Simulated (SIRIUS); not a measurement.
MgB2:

```
Mg B
1.0
     3.08500    0.00000    0.00000
    -1.54250    2.67169    0.00000
     0.00000    0.00000    3.52300
Mg B
1 2
Direct
  0.00000 0.00000 0.00000
  0.66667 0.33333 0.50000
  0.33333 0.66667 0.50000
```

Base run:

| Quantity | Value |
| --- | --- |
| Program | SIRIUS 7.12.0 |
| Functional | AM05 |
| Potentials or basis | PseudoDojo 0.4.1 PBE standard (scalar relativistic) |
| Cutoff | 1152 eV |
| Density cutoff | 4606 eV |
| k mesh | 8 × 8 × 7 |
| Occupations | fermi-dirac, width 0.05 eV |
| Spin | no spin polarisation |

Its results: band gap on the k mesh none (metal or under the smearing width); pressure -2.8 GPa.

Task: The run is repeated on the same cell with these changes: functional from AM05 to WC; libxc names from ["XC_GGA_X_AM05", "XC_GGA_C_AM05"] to ["XC_GGA_X_WC", "XC_GGA_C_PBE"]. What comes out?

Result: Band gap on the k mesh none (metal or under the smearing width); pressure -1.9 GPa.

Caveats: the potentials were made for another functional, which shifts forces and pressure.

Not every run made on this cell is shown here.
